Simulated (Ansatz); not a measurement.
**BeSe (F-43m): gap, valleys and masses**

```
CELL_PARAMETERS angstrom
0.00000 2.56405 2.56405
2.56405 0.00000 2.56405
2.56405 2.56405 0.00000
ATOMIC_POSITIONS crystal
Be 0.00000 0.00000 0.00000
Se 0.75000 0.75000 0.75000
```

The conventional cell has a = 5.128 Å, b = 5.128 Å, c = 5.128 Å, α = 90.00°, β = 90.00°, γ = 90.00°. Be (atom 1) is surrounded by 4 Se at 2.22 Å. Se (atom 2) has 4 Be at 2.22 Å as nearest neighbours.

Computed, not measured; unless marked otherwise by PBEsol, all-electron LAPW in Ansatz 0.2.0, scalar-relativistic. k mesh 8×8×8, fixed occupations, basis error target 1 meV/atom. The cell was relaxed by PAW under this functional.

Extrema are searched on a 14×14×14 mesh and refined by Newton steps; masses come from band slopes 0.005 Å⁻¹ away, 1/m* = (1/ħ²) d²E/dk², negative for holes (the finite step makes the lightest masses up to about 3 % heavy). k is in units of the reciprocal vectors.

(1) Where are the band edges, and is the gap direct?

(2) What are the electron masses at the edge?

(3) Several bands lie at or near the hole edge, or its surface isn't an ellipsoid. What are the masses by direction?

(4) Along the Cartesian direction 110 the conduction slope is 0.09577 eV·Å one step out. What is it four steps out, and what does that say?

(5) What electronic dielectric constant and refractive index follow from the same bands (independent particles)?

(6) What gap does PAW give in the same cell?

## Answers

(1) The valence maximum lies at Gamma (0.000, 0.000, 0.000) and the conduction minimum at X (0.000, -0.500, -0.500), so the Kohn-Sham gap of 2.465 eV is indirect; the least direct gap on the mesh is 4.289 eV.

(2) The principal masses are 0.261, 0.261, 0.839 mₑ. One valley has a density-of-states mass (m₁m₂m₃)^(1/3) = 0.385; 3 valleys give N^(2/3) times that, 0.801; the direction-averaged conductivity mass 3/Σ(1/mᵢ) is 0.338 mₑ.

(3) 

```
direction  branch from the edge  its level at the point (eV from the edge)   m*/mₑ
      100                     1                                      0.000  -0.461
      100                     2                                      0.000  -0.461
      100                     3                                      0.000  -0.234
      110                     1                                      0.000   -3.56
      110                     2                                      0.000  -0.461
      110                     3                                      0.000  -0.162
      111                     1                                      0.000    -1.1
      111                     2                                      0.000    -1.1
      111                     3                                      0.000  -0.147
     11-2                     1                                      0.000   -1.31
     11-2                     2                                      0.000   -0.65
     11-2                     3                                      0.000  -0.158
```

(4) 0.3828 eV·Å, 3.997 times the first; a parabola would give 4, so the band is nearly parabolic here.

(5) ε∞ = (6.61, 6.61, 6.61), so n ≈ √ε∞ = 2.57 (mean over directions) well under the gap and the normal reflectivity is ((n − 1)/(n + 1))² = 0.194. With the conductivity mass, a hydrogenic donor screened by ε∞ alone would bind by 13.6 eV × m*/ε∞² = 110 meV; static screening by the ions makes it shallower. Local fields, left out here, lower ε∞ by several per cent.

(6) 2.465 eV, 0 meV from the LAPW value.

Known limits: no spin-orbit coupling on heavy atoms; semilocal gaps are low, and what follows the gap (onsets, screening, light masses) shifts with it; without spin-orbit coupling, bands that meet at the valence top are not the light and heavy holes of experiment; the frozen-core PAW files of the compared runs were fitted under PBE, their cores solved anew for this functional.
